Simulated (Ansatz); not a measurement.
# Te2Mo: the cost of one run

Method: DFT PBE, scalar-relativistic, plane waves, PAW, in Ansatz 0.2.0.

3 further runs of the same task are left out: 3 set aside as unsound or not needed.

## (1) The system as given

The structure is trigonal, space group R3m (No. 160). The conventional cell has a = 3.321 Å, b = 3.321 Å, c = 22.487 Å, α = 90.00°, β = 90.00°, γ = 120.00°. Mo (site symmetry 3m) is surrounded by 6 Se at 2.54 Å. Se (site symmetry 3m) is surrounded by 3 Mo at 2.54 Å.

Structure file:

```cif
data_structure
_symmetry_space_group_name_H-M 'P 1'
_symmetry_Int_Tables_number 1
_cell_length_a 7.7371
_cell_length_b 7.7371
_cell_length_c 7.7371
_cell_angle_alpha 24.786
_cell_angle_beta 24.786
_cell_angle_gamma 24.786
_cell_volume 71.59
loop_
_atom_site_label
_atom_site_type_symbol
_atom_site_fract_x
_atom_site_fract_y
_atom_site_fract_z
_atom_site_occupancy
Mo1 Mo 0.66678 0.66678 0.66678 1
Se1 Se 0.40765 0.40765 0.40765 1
Se2 Se 0.25924 0.25924 0.25924 1
```

It goes back to an entry of the Materials Project, which need not be the stable form.

This cell was relaxed beforehand with the same method: volume 23.86 Å³/atom, gap on the mesh 1.44 eV.

## (2) Se → Te: the starting cell

The start of Te2Mo: fractional positions of relaxed MoSe2, cell scaled by 1.061, a guess from tabulated radii.

## (3) A first look at the start (Te2Mo)

input.yaml reads:

```yaml
crystal:
  lattice:
    - [1.7616865191, 1.017110186, 7.9526183042]
    - [-1.7616865191, 1.017110186, 7.9526183042]
    - [0.0, -2.034220372, 7.9526183042]
  atoms:
    - { symbol: Mo, position: [0.6667793179, 0.6667793179, 0.6667793179] }
    - { symbol: Te, position: [0.4076473848, 0.4076473848, 0.4076473848] }
    - { symbol: Te, position: [0.2592402973, 0.2592402973, 0.2592402973] }
basis:
  ecutwfc: 420
kpoints:
  mp_grid: { grid: [6, 6, 6] }
hamiltonian:
  xc: pbe
scf:
  occupations: { method: gaussian, width: 0.1 }
output:
  forces: true
  stress: true
  eigenvalues: true
```

Run with:

```bash
ansatz run input.yaml --threads 1 --pin off --max-ram 2560MiB --backend cpu --events-out ev --progress --plain --runs-dir out
```

**Question.** How long does this run take on 1 thread of Intel Xeon Platinum 8488C (Sapphire Rapids), shared host, and how much memory does it need?

About 4 s, with a peak of 0.41 GiB.
